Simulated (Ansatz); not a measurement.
# Gd in Ansatz: convergence with k mesh

Input of the first run (k mesh 3 × 3 × 3); the others differ in this setting and in those tied to it:

input.yaml

```yaml
crystal:
  lattice:
    - [-2.025, 2.025, 2.025]
    - [2.025, -2.025, 2.025]
    - [2.025, 2.025, -2.025]
  atoms:
    - { symbol: Gd, position: [0.0, 0.0, 0.0], spin: 7.0 }
hamiltonian:
  xc: pbe
  pseudopotentials: { kind: paw }
magnetization:
  spin_polarized: true
kpoints:
  mp_grid: { grid: [3, 3, 3] }
scf:
  occupations: { method: gaussian, width: 0.05 }
output:
  forces: true
  stress: true
  eigenvalues: true
```

Potentials or basis: Ansatz PAW.

The run is started by

```sh
$ ansatz run input.yaml --threads 2 --pin off --max-ram 5632MiB --backend cpu --events-out ev --progress --plain --runs-dir out
```

This isn't the form of Gd at room conditions, which is hcp.

Hardware: 2 threads of Intel(R) Xeon(R) Processor @ 2.50GHz (Skylake/Cascade Lake) (shared host).

```
      k mesh  energy less the tightest run, at zero smearing (meV/atom)  pressure (GPa)  absolute moment (μB)  SCF cycles  CPU time (s)  peak memory (GiB)
   3 × 3 × 3                                                      22.49           -0.12                  7.63           9           2.7               0.33
   4 × 4 × 4                                                      -5.13            0.48                  7.48           9           3.6               0.33
   5 × 5 × 5                                                     -13.32           -0.62                  7.82          10             4               0.34
   7 × 7 × 7                                                       0.68           -0.11                  7.65          11           6.9               0.35
   8 × 8 × 8                                                       2.21           -0.03                  7.65          12           8.5               0.36
10 × 10 × 10                                                       1.32           -0.21                  7.68          11            11               0.38
13 × 13 × 13                                                       0.98           -0.21                  7.67          11            17               0.41
15 × 15 × 15                                                       0.00           -0.11                  7.67          10            26               0.46
```

Against the tightest run, the energy stays within 1 meV/atom from 13 × 13 × 13 on; the absolute moment stays within 0.02 μB from 7 × 7 × 7 on. Not settled before the last step: the pressure (to 0.1 GPa). Meshes of other sizes hit other points, so gaps and Fermi surfaces needn't settle smoothly. The tightest run that finished is the yardstick and may itself not be fully converged.

Caveat, for the tightest run too: spin-orbit coupling is left out, which moves the levels of the heavy elements. The state reached can hang on the start; a lower one may exist.
